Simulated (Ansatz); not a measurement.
# BeSe (F-43m): G0W0 against its settings

BeSe (started from an entry of an open crystallographic database), relaxed with r2SCAN; one-shot G0W0 in Ansatz without spin-orbit coupling. No spin polarisation and no zero-point or thermal motion.

```
Be Se
1.0
     0.00000    2.58104    2.58104
     2.58104    0.00000    2.58104
     2.58104    2.58104    0.00000
Be Se
1 1
Cartesian
  0.0000 0.0000 0.0000
  1.2905 1.2905 1.2905
```

Gaps are read over the mesh points alone. G0W0 here is at a finite number of bands, screening cutoff and k mesh, not at the basis limit.

| start | potentials | frequency model | mesh | empty bands | screening cutoff (eV) | Kohn-Sham gap (eV) | G0W0 gap (eV) | rough cost |
| --- | --- | --- | --- | --- | --- | --- | --- | --- |
| PBE | PAW | contour deformation | 4×4×4 | 55 | 80 | 2.64 | 3.55 | 5 core-seconds |
| PBE | PAW | contour deformation | 4×4×4 | 129 | 140 | 2.64 | 3.76 | 14 core-seconds |
| PBE | PAW | contour deformation | 4×4×4 | 237 | 210 | 2.64 | 3.85 | 50 core-seconds |
| HSE06 | PAW | contour deformation | 4×4×4 | 129 | 140 | 3.50 | 4.11 | 40 core-seconds |
| LDA | PAW | contour deformation | 4×4×4 | 129 | 140 | 2.48 | 3.67 | 14 core-seconds |
| r2SCAN | PAW | contour deformation | 4×4×4 | 129 | 140 | 3.11 | 3.95 | 17 core-seconds |
| PBE | PAW | Godby-Needs pole | 4×4×4 | 129 | 140 | 2.64 | 3.71 | 16 core-seconds |
| PBE | PAW | contour deformation | 6×6×6 | 55 | 80 | 2.65 | 3.60 | 26 core-seconds |
| PBE | norm-conserving | contour deformation | 4×4×4 | 129 | 140 | 2.65 | 3.73 | 60 core-seconds |

Over the mesh points the PBE gap of 2.64 eV becomes a quasiparticle gap of 3.85 eV (Γ to X), a change of +1.21 eV. Renormalisation factors Z lie between 0.76 and 0.81.

Raising bands and cutoff together moves the gap by +0.21 eV (80 to 140 eV), then +0.09 eV (140 to 210 eV); the last step is still large, so the basis limit isn't reached. Starting from HSE06 (3.50 eV against PBE's 2.64 eV) gives 4.11 eV, +0.35 eV from G0W0@PBE at the same screening cutoff. Starting from LDA (2.48 eV against PBE's 2.64 eV) gives 3.67 eV, -0.09 eV from G0W0@PBE at the same screening cutoff. Starting from r2SCAN (3.11 eV against PBE's 2.64 eV) gives 3.95 eV, +0.19 eV from G0W0@PBE at the same screening cutoff. The Godby-Needs plasmon pole differs from contour deformation by -0.05 eV. A 6×6×6 mesh in place of 4×4×4 changes the opening over PBE by +0.03 eV (the gap on the mesh by +0.05 eV). Norm-conserving potentials (wave cutoff 1800 eV against 420 eV) shift the quasiparticle gap by -0.03 eV and the PBE gap by +0.01 eV. r2SCAN runs take a wave cutoff of 500 eV.
